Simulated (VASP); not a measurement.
**A VASP 6.6.1 single-point calculation on BaHfO3**

INCAR

```
LASPH = .TRUE.
EDIFF = 1E-7
LREAL = .FALSE.
LWAVE = .FALSE.
LCHARG = .FALSE.
IBRION = -1
ISIF = 2
ISYM = -1
PREC = Accurate
NSW = 0
GGA = PE
ISMEAR = 0
NELM = 120
ENCUT = 520
SIGMA = 0.05
NBANDS = 27
```

KPOINTS

```
KPOINTS created by Atomic Simulation Environment
0
Gamma
4 4 4
0 0 0
```

POSCAR

```
Ba Hf O
 1.0000000000000000
     4.1770587708449511   -0.0000000000000000    0.0000000000000000
    -0.0000000000000000    4.1770587708449511   -0.0000000000000000
     0.0000000000000000   -0.0000000000000000    4.1770587708449511
 Ba  Hf  O
   1   1   3
Cartesian
 -0.0000000000000000 -0.0000000000000000  0.0000000000000000
  2.0885293854224756  2.0885293854224756  2.0885293854224756
  2.0885293854224756  2.0885293854224756  0.0000000000000000
  2.0885293854224756 -0.0000000000000000  2.0885293854224756
 -0.0000000000000000  2.0885293854224756  2.0885293854224756
```

The recommended PBE PAW datasets give the neutral cell 38 valence electrons.

Command

```
mpirun -np 1 vasp_std
```

OSZICAR

```
N       E                     dE             d eps       ncg     rms          rms(c)
DAV:   1     0.217777722849E+03    0.21778E+03   -0.21080E+04  3456   0.137E+03
DAV:   2    -0.380156577111E+02   -0.25579E+03   -0.24778E+03  4289   0.316E+02
DAV:   3    -0.503598934938E+02   -0.12344E+02   -0.12289E+02  4462   0.655E+01
DAV:   4    -0.505599498764E+02   -0.20006E+00   -0.19982E+00  4851   0.769E+00
DAV:   5    -0.505635540247E+02   -0.36041E-02   -0.36039E-02  4480   0.731E-01    0.586E+01
DAV:   6    -0.437175003540E+02    0.68461E+01   -0.33707E+01  3967   0.325E+01    0.511E+01
DAV:   7    -0.435701585465E+02    0.14734E+00   -0.18749E+00  4517   0.822E+00    0.333E+01
DAV:   8    -0.435571460866E+02    0.13012E-01   -0.33474E-01  4082   0.449E+00    0.782E+00
DAV:   9    -0.435364455170E+02    0.20701E-01   -0.76285E-02  4240   0.180E+00    0.226E+00
DAV:  10    -0.435365243494E+02   -0.78832E-04   -0.74203E-03  4391   0.552E-01    0.748E-01
DAV:  11    -0.435363860107E+02    0.13834E-03   -0.61344E-04  4407   0.150E-01    0.140E-01
DAV:  12    -0.435364185742E+02   -0.32564E-04   -0.65247E-05  4283   0.515E-02    0.893E-02
DAV:  13    -0.435364230211E+02   -0.44469E-05   -0.71030E-06  4550   0.164E-02    0.121E-02
DAV:  14    -0.435364228409E+02    0.18024E-06   -0.64224E-07  4162   0.476E-03    0.644E-03
DAV:  15    -0.435364226995E+02    0.14143E-06   -0.23694E-07  4126   0.303E-03    0.174E-03
DAV:  16    -0.435364227258E+02   -0.26370E-07   -0.12032E-08  2100   0.746E-04
   1 F= -.43536423E+02 E0= -.43536423E+02  d E =-.251297E-18
```

From OUTCAR

```
k-points           NKPTS =     64   k-points in BZ     NKDIM =     64   number of bands    NBANDS=     27

   NELECT =      38.0000    total number of electrons

   dimension x,y,z NGX =    32 NGY =   32 NGZ =   32
   dimension x,y,z NGXF=    64 NGYF=   64 NGZF=   64

  energy-cutoff  :      520.00
  volume of cell :       72.88
      direct lattice vectors                 reciprocal lattice vectors
     4.177058771  0.000000000  0.000000000     0.239402904  0.000000000  0.000000000
     0.000000000  4.177058771  0.000000000     0.000000000  0.239402904  0.000000000
     0.000000000  0.000000000  4.177058771     0.000000000  0.000000000  0.239402904

 k-points in reciprocal lattice and weights: KPOINTS created by Atomic Simulation Env
   0.00000000  0.00000000  0.00000000       0.016
   0.25000000  0.00000000  0.00000000       0.016
   0.50000000  0.00000000  0.00000000       0.016
  -0.25000000  0.00000000  0.00000000       0.016
   0.00000000  0.25000000  0.00000000       0.016
   0.25000000  0.25000000  0.00000000       0.016
   0.50000000  0.25000000  0.00000000       0.016
  -0.25000000  0.25000000  0.00000000       0.016
   ...

 E-fermi :   2.7438

 k-point     1 :       0.0000    0.0000    0.0000
  band No.  band energies     occupation
      1     -26.3631      2.00000
      2     -26.3631      2.00000
      3     -26.3631      2.00000
      4     -22.8196      2.00000
      5     -14.2296      2.00000
      6     -13.6932      2.00000
      7     -13.6932      2.00000
      8      -7.9647      2.00000
      9      -7.9647      2.00000
     10      -7.9647      2.00000
     11       0.7688      2.00000
     12       0.7688      2.00000
     13       0.7688      2.00000
     14       1.4682      2.00000
     15       1.4682      2.00000
     16       1.4682      2.00000
     17       2.2232      2.00000
     18       2.2232      2.00000
     19       2.2232      2.00000
     20       6.0138      0.00000
     21       6.0139      0.00000
     22       6.0139      0.00000
     23       7.1332      0.00000
     24       7.1332      0.00000
     25       8.2551      0.00000
     26      10.9183      0.00000
     27      10.9186      0.00000

 k-point     2 :       0.2500    0.0000    0.0000
  band No.  band energies     occupation
      1     -26.4296      2.00000
      2     -26.3611      2.00000
      3     -26.3611      2.00000
      4     -22.7831      2.00000
      5     -14.2373      2.00000
      6     -13.6811      2.00000
      7     -13.3967      2.00000
      8      -7.9251      2.00000
      9      -7.9251      2.00000
     10      -7.8562      2.00000
     11      -0.2820      2.00000
     12       0.6023      2.00000
     13       0.6023      2.00000
     14       1.0190      2.00000
     15       1.0190      2.00000
     16       1.0841      2.00000
     17       1.1661      2.00000
     18       2.0355      2.00000
     19       2.0355      2.00000
     20       6.2601      0.00000
     21       7.2881      0.00000
     22       7.2881      0.00000
     23       8.0096      0.00000
     24       8.0741      0.00000
     25       9.4805      0.00000
     26      10.5325      0.00000
     27      10.9169      0.00000

 ...

  Total        1.3066888      1.3067055      1.3067222     -0.0000003     -0.0000000     -0.0000001
  in kB       28.7257239     28.7260926     28.7264581     -0.0000055     -0.0000005     -0.0000017
  external PRESSURE =      28.7260915 kB  Pullay stress =       0.0000000 kB

 POSITION                                       TOTAL-FORCE (eV/Angst)
 -----------------------------------------------------------------------------------
      0.00000      0.00000      0.00000        -0.000000     -0.000000     -0.000000
      2.08853      2.08853      2.08853        -0.000000      0.000000      0.000000
      2.08853      2.08853      0.00000        -0.000000     -0.000000     -0.000000
      2.08853      0.00000      2.08853         0.000000      0.000000      0.000000
      0.00000      2.08853      2.08853         0.000000     -0.000000     -0.000000
 -----------------------------------------------------------------------------------
    total drift:                               -0.000000     -0.000000     -0.000000

  FREE ENERGIE OF THE ION-ELECTRON SYSTEM (eV)
  ---------------------------------------------------
  free  energy   TOTEN  =       -43.5364227258 eV

  energy  without entropy=      -43.5364227258  energy(sigma->0) =      -43.53642273
```

It converged. Results: gap between bands v and c on the k mesh 3.57 eV; least direct gap on the k mesh 3.79 eV; pressure 2.9 GPa. Band v is the last that the valence electrons fill when counted band by band, and c is the next.

For comparison, a separate PBE run of the intended cell, on usual settings and not on those above, gives a gap of 3.58 eV on its mesh and a pressure of 2.8 GPa.

The run above took about 78 s on one core of a shared host (Intel Xeon Platinum 8488C) and held 0.25 GiB at most.
